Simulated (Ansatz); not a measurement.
## HfN: strain energy, fitted

HfN, P6_3/mmc, a = 3.144 Å, c = 5.425 Å. This isn't the usual stable structure of the compound. Ansatz: r2SCAN, PAW, 500 eV, Γ-centred 18×18×10 mesh on 4 atoms, Gaussian smearing 0.10 eV; no spin polarisation. Series: biaxial strain in the a-b plane, c and atoms relaxed; x is the strain in per cent. y is the free energy over the unstrained cell, V0 = 11.613 Å³/atom.

```
x (%) y (meV/atom)
 -6.0        182.32
 -4.0             ?
 -2.0         18.87
  0.0          0.00
  2.0         18.54
  4.0         71.70
```

Q: Fit y = c2 x² + c3 x³ to the other rows, turn c2 into a modulus, and predict the missing energy.

A: Least squares on the rows shown. y = 4.7137 x² − 0.058337 x³. In eV per unit strain² c2 is 47.14; M is the biaxial modulus (E = M V0 ε²): 47.14 × 160.2 / (11.613) = 650 GPa. At x = -4.0 the fit asked for gives 79.15 meV/atom. The run gave 78.81 meV/atom, so the fit is 0.34 meV/atom too high, within twice the rms miss on the fitted rows (0.24 meV/atom).

Spin–orbit coupling is left out, which can shift energies with elements as heavy as these.

Cost: 6 runs of about 30 core-minutes in all, on Intel Xeon Processor @ 2.50GHz (Skylake/Cascade Lake) (shared hosts).